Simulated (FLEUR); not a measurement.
# Ga (C2/c) in FLEUR: further runs, part 2 of 2

FLEUR MaX-R8.1 (later development tree). The steps go on from the part before.

### 3 Equation of state, r2SCAN, 17.43 Å³/atom (volume scaled by 0.94)

File inp.xml:

```xml
<?xml version="1.0" encoding="UTF-8" standalone="no"?>
<fleurInput fleurInputVersion="0.39">
   <comment>
      Ga                                                                                                  
   </comment>
   <calculationSetup>
      <cutoffs Kmax="4.3" Gmax="13.3" GmaxXC="13.3" numbands="0"/>
      <scfLoop itmax="80" minDistance="0.0001" maxIterBroyd="30" imix="Anderson" alpha="0.05" precondParam="0.0" spinf="2.0" sdNocoIR="T"/>
      <coreElectrons ctail="F" frcor="F" kcrel="0" coretail_lmax="0"/>
      <xcFunctional name="LibXC" relativisticCorrections="F">
         <LibXCName exchange="mgga_x_r2scan" correlation="mgga_c_r2scan"/>
         <AuxGGA exchange="117" correlation="130"/>
      </xcFunctional>
      <magnetism jspins="1"/>
      <soc l_soc="F" theta="0.0" phi="0.0" spav="F"/>
      <expertModes spex="0" secvar="F"/>
      <geometryOptimization l_f="F" forcealpha="1.0" forcemix="BFGS" epsdisp="0.00001" epsforce="0.00001"/>
      <ldaU l_linMix="F" mixParam="0.05" spinf="1.0"/>
   </calculationSetup>
   <cell>
      <bzIntegration valenceElectrons="42.0" mode="hist" fermiSmearingEnergy="0.00183747">
         <kPointListSelection listName="default-1"/>
         <!-- k-points included here -->
         <xi:include xmlns:xi="http://www.w3.org/2001/XInclude" href="kpts.xml"> </xi:include>
      </bzIntegration>
      <!-- symmetry operations included here -->
      <xi:include xmlns:xi="http://www.w3.org/2001/XInclude" href="sym.xml"> </xi:include>
      <bulkLattice scale="0.9795861087">
         <bravaisMatrix>
            <row-1>    2.6134912303217996    -7.6089822407019003     0.0000000000000000</row-1>
            <row-2>    2.6134912303217996     7.6089822407019003     0.0000000000000000</row-2>
            <row-3>   -0.2219435991923826     0.0000000000000000     6.2926546588662093</row-3>
         </bravaisMatrix>
      </bulkLattice>
   </cell>
   <atomSpecies>
      <species name="Gallium (Ga)" element="Ga" atomicNumber="31">
         <mtSphere radius="2.28" gridPoints="777" logIncrement="0.016"/>
         <atomicCutoffs lmax="9" lnonsphr="9"/>
         <electronConfig flipSpins="F">
            <coreConfig>(1s1/2) (2s1/2) (2p1/2) (2p3/2)</coreConfig>
            <valenceConfig>(3s1/2) (3p1/2) (3p3/2) (4s1/2) (3d3/2) (3d5/2) (4p1/2) (4p3/2)</valenceConfig>
            <stateOccupation state="(4p1/2)" spinUp="0.166667" spinDown="0.166667"/>
            <stateOccupation state="(4p3/2)" spinUp="0.333333" spinDown="0.333333"/>
         </electronConfig>
         <energyParameters s="4" p="4" d="3" f="4"/>
         <lo type="SCLO" l="0" n="3" eDeriv="0"/>
         <lo type="SCLO" l="1" n="3" eDeriv="0"/>
         <lo type="SCLO" l="1" n="3" eDeriv="1"/>
         <lo type="HELO" l="2" n="4" eDeriv="0"/>
         <lo type="HELO" l="2" n="4" eDeriv="1"/>
         <lo type="SCLO" l="3" n="4" eDeriv="2"/>
      </species>
   </atomSpecies>
   <atomGroups>
      <atomGroup species="Gallium (Ga)">
         <relPos label="                   1">.1310000000 -.1310000000 -1.000/4.000</relPos>
         <relPos label="                   2">-.1310000000 .1310000000 1.000/4.000</relPos>
         <force calculate="T" relaxXYZ="TTT"/>
      </atomGroup>
   </atomGroups>
   <output dos="F" band="F" slice="F">
      <checks vchk="F" cdinf="F"/>
      <bandDOS minEnergy="-.5*Htr" maxEnergy="0.5*Htr" sigma="0.015" storeEVData="T"/>
      <vacuumDOS vacdos="F" integ="F" star="F" nstars="0" locx1="0.0" locy1="0.0" locx2="0.0" locy2="0.0" nstm="0" tworkf="0.0"/>
      <unfoldingBand unfoldBand="F" supercellX="1" supercellY="1" supercellZ="1"/>
      <plotting iplot="0" polar="F">
         <plot TwoD="T" vec1="  1.0  0.0  0.0" vec2="  0.0  1.0  0.0" vec3="  0.0  0.0  1.0" zero="  0.0  0.0  0.0" file="plot"/>
      </plotting>
      <chargeDensitySlicing numkpt="0" minEigenval="0.0" maxEigenval="0.0" nnne="0" pallst="F"/>
      <specialOutput eonly="F"/>
      <moessbauerParams electricFieldGradient="T" isomerShift="T" coreHyperfine="T" valenceHyperfine="T"/>
      <magneticCircularDichroism mcd="F" energyLo="-10.0" energyUp="0.0"/>
   </output>
  <!-- We include the file relax.xml here to enable relaxations (see documentation) -->
  <xi:include xmlns:xi="http://www.w3.org/2001/XInclude" href="relax.xml"> <xi:fallback/> </xi:include>
</fleurInput>
```

Potentials or basis: all-electron, FLAPW.

Launch:

```sh
> inpgen -f crystal.txt -profile fastHighL
> # inp.xml edited to the form shown
> fleur_MPI
```

The program printed:

```text
Welcome to FLEUR        (www.flapw.de)
      MaX-Release 8.1          (www.max-centre.eu)
 func_ids         498         497         498         497
 MetaGGA potential functional detected - V_tau will be computed
 Auxiliary Potential for radial basis: exchange=         117  correlation=         130
The functional 'Re-regularized SCAN exchange by Furness et al' is an exchange functional, it belongs to the 'MGGA' family and is defined in the reference(s):
[1] J. W. Furness, A. D. Kaplan, J. Ning, J. P. Perdew, and J. Sun.,  J. Phys. Chem. Lett. 11, 8208-8215 (2020)
[2] J. W. Furness, A. D. Kaplan, J. Ning, J. P. Perdew, and J. Sun.,  J. Phys. Chem. Lett. 11, 9248-9248 (2020)
The functional 'Re-regularized SCAN correlation by Furness et al' is a correlation functional, it belongs to the 'MGGA' family and is defined in the reference(s):
[1] J. W. Furness, A. D. Kaplan, J. Ning, J. P. Perdew, and J. Sun.,  J. Phys. Chem. Lett. 11, 8208-8215 (2020)
[2] J. W. Furness, A. D. Kaplan, J. Ning, J. P. Perdew, and J. Sun.,  J. Phys. Chem. Lett. 11, 9248-9248 (2020)
 Using same functional for VXC and EXC

 ========== k-point set info ==========
 Selected k-point list: default-1
 k-point list type: mesh
 10 x 10 x 8
 Number of k points: 227

 ------------Calculation Setup---------------------------
 Number of MPI-tasks      :            1
 Number of PE/node        :            1
 Number of OMP-threads    :            1
 Most efficient MPI parallelization for:
           1         227
 Additional eigenvalue parallelization possible
 Number of basis functions:          414
 Approximate size of matrices (H+S) per k-point:         0.003 GB
 --------------------------------------------------------
The functional 'Hammer, Hansen, and Norskov' is an exchange functional, it belongs to the 'GGA' family and is defined in the reference(s):
[1] B. Hammer, L. B. Hansen, and J. K. Nørskov.,  Phys. Rev. B 59, 7413 (1999)
The functional 'Perdew, Burke & Ernzerhof' is a correlation functional, it belongs to the 'GGA' family and is defined in the reference(s):
[1] J. P. Perdew, K. Burke, and M. Ernzerhof.,  Phys. Rev. Lett. 77, 3865 (1996)
[2] J. P. Perdew, K. Burke, and M. Ernzerhof.,  Phys. Rev. Lett. 78, 1396 (1997)
 Using same functional for VXC and EXC
 Using auxiliary GGA potential for the first iteration of MetaGGA calculation.
 Reset of history
 Reset of history
 Iteration:     1   Distance:      21.13930861 me/bohr^3
The functional 'Hammer, Hansen, and Norskov' is an exchange functional, it belongs to the 'GGA' family and is defined in the reference(s):
[1] B. Hammer, L. B. Hansen, and J. K. Nørskov.,  Phys. Rev. B 59, 7413 (1999)
The functional 'Perdew, Burke & Ernzerhof' is a correlation functional, it belongs to the 'GGA' family and is defined in the reference(s):
[1] J. P. Perdew, K. Burke, and M. Ernzerhof.,  Phys. Rev. Lett. 77, 3865 (1996)
[2] J. P. Perdew, K. Burke, and M. Ernzerhof.,  Phys. Rev. Lett. 78, 1396 (1997)
 Using same functional for VXC and EXC
 Iteration:     2   Distance:      20.20697051 me/bohr^3
The functional 'Hammer, Hansen, and Norskov' is an exchange functional, it belongs to the 'GGA' family and is defined in the reference(s):
[1] B. Hammer, L. B. Hansen, and J. K. Nørskov.,  Phys. Rev. B 59, 7413 (1999)
The functional 'Perdew, Burke & Ernzerhof' is a correlation functional, it belongs to the 'GGA' family and is defined in the reference(s):
[1] J. P. Perdew, K. Burke, and M. Ernzerhof.,  Phys. Rev. Lett. 77, 3865 (1996)
[2] J. P. Perdew, K. Burke, and M. Ernzerhof.,  Phys. Rev. Lett. 78, 1396 (1997)
 Using same functional for VXC and EXC
 Iteration:     3   Distance:      19.15706032 me/bohr^3
The functional 'Hammer, Hansen, and Norskov' is an exchange functional, it belongs to the 'GGA' family and is defined in the reference(s):
[1] B. Hammer, L. B. Hansen, and J. K. Nørskov.,  Phys. Rev. B 59, 7413 (1999)
The functional 'Perdew, Burke & Ernzerhof' is a correlation functional, it belongs to the 'GGA' family and is defined in the reference(s):
[1] J. P. Perdew, K. Burke, and M. Ernzerhof.,  Phys. Rev. Lett. 77, 3865 (1996)
[2] J. P. Perdew, K. Burke, and M. Ernzerhof.,  Phys. Rev. Lett. 78, 1396 (1997)
 Using same functional for VXC and EXC
 Iteration:     4   Distance:       2.06913244 me/bohr^3
The functional 'Hammer, Hansen, and Norskov' is an exchange functional, it belongs to the 'GGA' family and is defined in the reference(s):
[1] B. Hammer, L. B. Hansen, and J. K. Nørskov.,  Phys. Rev. B 59, 7413 (1999)
The functional 'Perdew, Burke & Ernzerhof' is a correlation functional, it belongs to the 'GGA' family and is defined in the reference(s):
[1] J. P. Perdew, K. Burke, and M. Ernzerhof.,  Phys. Rev. Lett. 77, 3865 (1996)
[2] J. P. Perdew, K. Burke, and M. Ernzerhof.,  Phys. Rev. Lett. 78, 1396 (1997)
 Using same functional for VXC and EXC
 Iteration:     5   Distance:       0.93313423 me/bohr^3
The functional 'Hammer, Hansen, and Norskov' is an exchange functional, it belongs to the 'GGA' family and is defined in the reference(s):
[... 39 lines left out ...]
 Using same functional for VXC and EXC
 Iteration:    11   Distance:       0.00214438 me/bohr^3
The functional 'Hammer, Hansen, and Norskov' is an exchange functional, it belongs to the 'GGA' family and is defined in the reference(s):
[1] B. Hammer, L. B. Hansen, and J. K. Nørskov.,  Phys. Rev. B 59, 7413 (1999)
The functional 'Perdew, Burke & Ernzerhof' is a correlation functional, it belongs to the 'GGA' family and is defined in the reference(s):
[1] J. P. Perdew, K. Burke, and M. Ernzerhof.,  Phys. Rev. Lett. 77, 3865 (1996)
[2] J. P. Perdew, K. Burke, and M. Ernzerhof.,  Phys. Rev. Lett. 78, 1396 (1997)
 Using same functional for VXC and EXC
 Iteration:    12   Distance:       0.00014990 me/bohr^3
The functional 'Hammer, Hansen, and Norskov' is an exchange functional, it belongs to the 'GGA' family and is defined in the reference(s):
[1] B. Hammer, L. B. Hansen, and J. K. Nørskov.,  Phys. Rev. B 59, 7413 (1999)
The functional 'Perdew, Burke & Ernzerhof' is a correlation functional, it belongs to the 'GGA' family and is defined in the reference(s):
[1] J. P. Perdew, K. Burke, and M. Ernzerhof.,  Phys. Rev. Lett. 77, 3865 (1996)
[2] J. P. Perdew, K. Burke, and M. Ernzerhof.,  Phys. Rev. Lett. 78, 1396 (1997)
 Using same functional for VXC and EXC
 Iteration:    13   Distance:       0.00010346 me/bohr^3
The functional 'Hammer, Hansen, and Norskov' is an exchange functional, it belongs to the 'GGA' family and is defined in the reference(s):
[1] B. Hammer, L. B. Hansen, and J. K. Nørskov.,  Phys. Rev. B 59, 7413 (1999)
The functional 'Perdew, Burke & Ernzerhof' is a correlation functional, it belongs to the 'GGA' family and is defined in the reference(s):
[1] J. P. Perdew, K. Burke, and M. Ernzerhof.,  Phys. Rev. Lett. 77, 3865 (1996)
[2] J. P. Perdew, K. Burke, and M. Ernzerhof.,  Phys. Rev. Lett. 78, 1396 (1997)
 Using same functional for VXC and EXC
 Iteration:    14   Distance:       0.00001674 me/bohr^3

 ********************************************************************
 Run finished successfully
 Stop message:
   all done
 ********************************************************************
```

out.xml (last iteration):

```text
<iteration numberForCurrentRun="   14" overallNumber="   14">
         <energyParameters units="Htr">
            <atomicEP atomType="1" spin="1" branch="4s" branchLowest="-4.99" branchHighest="1.10" value="0.0242517956"/>
            <atomicEP atomType="1" spin="1" branch="4p" branchLowest="-3.18" branchHighest="1.74" value="0.2138390022"/>
            <atomicEP atomType="1" spin="1" branch="3d" branchLowest="-9.99" branchHighest="-0.21" value="-0.2469503877"/>
[... 93 lines left out ...]
            </atomTypeDependentContributions>
            <tkbTimesEntropy value="0.0001556742"/>
            <freeEnergy value="-3888.5744125586"/>
            <extrapolationTo0K value="-3888.5743347215"/>
         </totalEnergy>
         <densityConvergence units="me/bohr^3">
            <chargeDensity spin="1" distance="0.0000167424"/>
         </densityConvergence>
      </iteration>
```

It took 3.4 min on 1 thread of Arm Neoverse V2, shared host; peak memory 0.12 GiB.

Results:

```yaml
Free_energy: -105813.5003 eV
Band_gap_on_the_k_mesh: none (metal or under the smearing width)
Valence_electrons_inside_the_program's_atomic_spheres: Ga 19.42 (radii Ga 2.28 bohr)
```

Caveat: the meta-GGA is that of a development version, with a GGA for the radial functions and cores and without core tails.

### 4 Equation of state, r2SCAN, 17.80 Å³/atom (volume scaled by 0.96)

Edit inp.xml of step 3 so:

```diff
@@ -27,3 +27,3 @@
       <xi:include xmlns:xi="http://www.w3.org/2001/XInclude" href="sym.xml"> </xi:include>
-      <bulkLattice scale="0.9795861087">
+      <bulkLattice scale="0.9864848297">
          <bravaisMatrix>
```

Launch:

```sh
> inpgen -f crystal.txt -profile fastHighL
> # inp.xml edited to the form shown
> fleur_MPI
```

Wall time 3.5 min (1 thread of Arm Neoverse V2, shared host); peak memory 0.12 GiB.

The run converged. Its results:

- Free energy: -105813.5090 eV
- Band gap on the k mesh: none (metal or under the smearing width)
- Valence electrons inside the program's atomic spheres: Ga 19.40 (radii Ga 2.28 bohr)

Caveat: the meta-GGA is that of a development version, with a GGA for the radial functions and cores and without core tails.

### 5 Equation of state, r2SCAN, 18.54 Å³/atom

Edit inp.xml of step 4 so:

```diff
@@ -27,3 +27,3 @@
       <xi:include xmlns:xi="http://www.w3.org/2001/XInclude" href="sym.xml"> </xi:include>
-      <bulkLattice scale="0.9864848297">
+      <bulkLattice scale="1.0000000000">
          <bravaisMatrix>
```

Launch:

```sh
> inpgen -f crystal.txt -profile fastHighL
> # inp.xml edited to the form shown
> fleur_MPI
```

Wall time 3.7 min (1 thread of Arm Neoverse V2, shared host); peak memory 0.12 GiB.

It converged, with:

| Item | Value |
| --- | --- |
| Free energy | -105813.5072 eV |
| Band gap on the k mesh | none (metal or under the smearing width) |
| Valence electrons inside the program's atomic spheres | Ga 19.37 (radii Ga 2.28 bohr) |

Caveat: the meta-GGA is that of a development version, with a GGA for the radial functions and cores and without core tails.

### 6 Equation of state, r2SCAN, 19.28 Å³/atom (volume scaled by 1.04)

Edit inp.xml of step 5 so:

```diff
@@ -27,3 +27,3 @@
       <xi:include xmlns:xi="http://www.w3.org/2001/XInclude" href="sym.xml"> </xi:include>
-      <bulkLattice scale="1.0000000000">
+      <bulkLattice scale="1.0131594038">
          <bravaisMatrix>
```

Potentials or basis: all-electron, FLAPW.

Launch:

```sh
> inpgen -f crystal.txt -profile fastHighL
> # inp.xml edited to the form shown
> fleur_MPI
```

Wall time 3.8 min (1 thread of Arm Neoverse V2, shared host); peak memory 0.12 GiB.

Results (log left out):

| Quantity | Value |
| --- | --- |
| Free energy | -105813.4846 eV |
| Band gap on the k mesh | none (metal or under the smearing width) |
| Valence electrons inside the program's atomic spheres | Ga 19.34 (radii Ga 2.28 bohr) |

Caveat: the meta-GGA is that of a development version, with a GGA for the radial functions and cores and without core tails.

### 7 Equation of state, r2SCAN, 19.66 Å³/atom (volume scaled by 1.06)

Edit inp.xml of step 6 so:

```diff
@@ -27,3 +27,3 @@
       <xi:include xmlns:xi="http://www.w3.org/2001/XInclude" href="sym.xml"> </xi:include>
-      <bulkLattice scale="1.0131594038">
+      <bulkLattice scale="1.0196128224">
          <bravaisMatrix>
```

Launch:

```sh
> inpgen -f crystal.txt -profile fastHighL
> # inp.xml edited to the form shown
> fleur_MPI
```

Wall time 3.9 min (1 thread of Arm Neoverse V2, shared host); peak memory 0.12 GiB.

The run converged. Its results:

| Property | Result |
| --- | --- |
| Free energy | -105813.4669 eV |
| Band gap on the k mesh | none (metal or under the smearing width) |
| Valence electrons inside the program's atomic spheres | Ga 19.33 (radii Ga 2.28 bohr) |

Caveat: the meta-GGA is that of a development version, with a GGA for the radial functions and cores and without core tails.

### 8 Equation of state, r2SCAN

This step only gathers the single runs of the series.

Results:

| Property | Result |
| --- | --- |
| Equilibrium volume | 18.11 Å³/atom |
| Bulk modulus at fixed shape and positions | 64 GPa |

Energy against volume, from the lowest point:
```
volume (Å³/atom)  energy (meV/atom)
          17.431               4.38
          17.801               0.00
          18.543               0.91
          19.285              12.24
          19.656              21.05
```

Caveat: the meta-GGA is that of a development version, with a GGA for the radial functions and cores and without core tails; the cell was scaled at fixed shape and fractional positions, which overstates the stiffness of a crystal with free parameters, most of all of layers and chains.
